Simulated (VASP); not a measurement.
Write the native input for VASP 6.6.1 that does the following.

* Task: band structure
* Functional: PBEsol
* Potentials or basis: VASP PAW PBE potentials, release 64 (Os)
* Cutoff: 520 eV
* k mesh: 8 × 8 × 5
* Occupations: fermi-dirac, width 0.05 eV
* Spin: spin-orbit coupling, no magnetisation
* Further INCAR settings: ALGO = Fast; EDIFF = 1e-07; NBANDS = 28

The system is Os.

```xyz
2
Lattice="2.7341 0.0000 0.0000 -1.3671 2.3678 0.0000 0.0000 0.0000 4.3197" Properties=species:S:1:pos:R:3 pbc="T T T"
Os    1.3671    0.7893    3.2398
Os    0.0000    1.5785    1.0799
```

These files were run (other wordings do the same):

POSCAR

```
Os
1.0
    2.7341000000      0.0000000000      0.0000000000
   -1.3670500000      2.3678000565      0.0000000000
    0.0000000000      0.0000000000      4.3197000000
Os
2
Direct
    0.6666666667      0.3333333333      0.7500000000
    0.3333333333      0.6666666667      0.2500000000
```

INCAR.step1

```
ALGO = Fast
EDIFF = 1E-7
ENCUT = 520
GGA = PS
GGA_COMPAT = False
ISIF = 2
ISMEAR = -1
LASPH = True
LCHARG = True
LMAXMIX = 4
LNONCOLLINEAR = True
LORBIT = 11
LREAL = False
LSORBIT = True
LWAVE = False
MAGMOM = 0 0 0 0 0 0
NBANDS = 28
NELM = 100
PREC = Accurate
SIGMA = 0.05
```

KPOINTS.step1

```
k-points
0
Gamma
  8 8 5
```

INCAR.step2

```
ALGO = Fast
EDIFF = 1E-7
ENCUT = 520
GGA = PS
GGA_COMPAT = False
ICHARG = 11
ISIF = 2
ISMEAR = 0
LASPH = True
LCHARG = False
LMAXMIX = 4
LNONCOLLINEAR = True
LORBIT = 11
LREAL = False
LSORBIT = True
LWAVE = False
MAGMOM = 0 0 0 0 0 0
NBANDS = 28
NELM = 100
PREC = Accurate
SIGMA = 0.05
```

KPOINTS.step2

```
path GMKGALHA,LM,KH
15
line-mode
reciprocal
 0.0000000000  0.0000000000  0.0000000000  G
 0.5000000000  0.0000000000  0.0000000000  M

 0.5000000000  0.0000000000  0.0000000000  M
 0.3333333333  0.3333333333  0.0000000000  K

 0.3333333333  0.3333333333  0.0000000000  K
 0.0000000000  0.0000000000  0.0000000000  G

 0.0000000000  0.0000000000  0.0000000000  G
 0.0000000000  0.0000000000  0.5000000000  A

 0.0000000000  0.0000000000  0.5000000000  A
 0.5000000000  0.0000000000  0.5000000000  L

 0.5000000000  0.0000000000  0.5000000000  L
 0.3333333333  0.3333333333  0.5000000000  H

 0.3333333333  0.3333333333  0.5000000000  H
 0.0000000000  0.0000000000  0.5000000000  A

 0.5000000000  0.0000000000  0.5000000000  L
 0.5000000000  0.0000000000  0.0000000000  M

 0.3333333333  0.3333333333  0.0000000000  K
 0.3333333333  0.3333333333  0.5000000000  H
```

Potentials or basis: VASP PAW PBE potentials, release 64 (Os).

Run with:

```console
$ cat potpaw_PBE.64/Os/POTCAR > POTCAR
$ cp INCAR.step1 INCAR
$ cp KPOINTS.step1 KPOINTS
$ mpirun -np 1 vasp_ncl > vasp.out
$ cp INCAR.step2 INCAR
$ cp KPOINTS.step2 KPOINTS
$ mpirun -np 1 vasp_ncl > vasp.out
```

It took 2.5 min on 1 thread of Intel(R) Xeon(R) Platinum 8559C (Emerald Rapids), on a shared host, peak memory 0.28 GiB.
